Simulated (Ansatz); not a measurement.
Geometry optimisation in Ansatz: input, command and trajectory.

```yaml
crystal:
  lattice:
    - [10.0, 0.0, 0.0]
    - [0.0, 10.2, 0.0]
    - [0.0, 0.0, 9.4]
  atoms:
    - { symbol: H, position: [0.5519437382, 0.5511927574, 0.5000084618] }
    - { symbol: Br, position: [0.4480562618, 0.4488072426, 0.4999915382] }
basis:
  ecutwfc: 420
kpoints:
  mp_grid: { grid: [1, 1, 1] }
hamiltonian:
  xc: pbe
  dispersion: d3bj
scf:
  occupations: { method: gaussian, width: 0.01 }
output:
  forces: true
  eigenvalues: true
relax:
  adjacent_minimum: "off"
  f_tol: 0.01
  max_steps: 60
```

```bash
ansatz run input.yaml --threads 2 --pin off --max-ram 5120MiB --backend cpu --events-out ev --progress --plain --runs-dir out
```

Computed with DFT PBE+D3(BJ), scalar-relativistic, plane waves, PAW in Ansatz.

Of 4 frames 4 are shown, positions in Å and forces in eV/Å; the SCF threshold varies from step to step.

```xyz
2
Lattice="10.0000 0.0000 0.0000 0.0000 10.2000 0.0000 0.0000 0.0000 9.4000" Properties=species:S:1:pos:R:3:forces:R:3 pbc="T T T" step=1 free_energy_over_end_meV_per_atom=9.83
H     5.5194    5.6222    4.7000   -0.6380   -0.6420    0.0000
Br    4.4806    4.5778    4.7000    0.6380    0.6420    0.0000
2
Lattice="10.0000 0.0000 0.0000 0.0000 10.2000 0.0000 0.0000 0.0000 9.4000" Properties=species:S:1:pos:R:3:forces:R:3 pbc="T T T" step=2 free_energy_over_end_meV_per_atom=0.27
H     5.5070    5.6097    4.7000   -0.1120   -0.1120    0.0000
Br    4.4930    4.5903    4.7000    0.1110    0.1120    0.0000
2
Lattice="10.0000 0.0000 0.0000 0.0000 10.2000 0.0000 0.0000 0.0000 9.4000" Properties=species:S:1:pos:R:3:forces:R:3 pbc="T T T" step=3 free_energy_over_end_meV_per_atom=0.00
H     5.5046    5.6072    4.7000    0.0040    0.0030    0.0000
Br    4.4954    4.5928    4.7000   -0.0040   -0.0030    0.0000
2
Lattice="10.0000 0.0000 0.0000 0.0000 10.2000 0.0000 0.0000 0.0000 9.4000" Properties=species:S:1:pos:R:3:forces:R:3 pbc="T T T" step=4 free_energy_over_end_meV_per_atom=0.00
H     5.5046    5.6072    4.7000    0.0030    0.0030    0.0000
Br    4.4954    4.5928    4.7000   -0.0030   -0.0030    0.0000
```

It took 3.9 s on 2 threads of Arm Neoverse V2 (shared host), peak memory 0.56 GiB.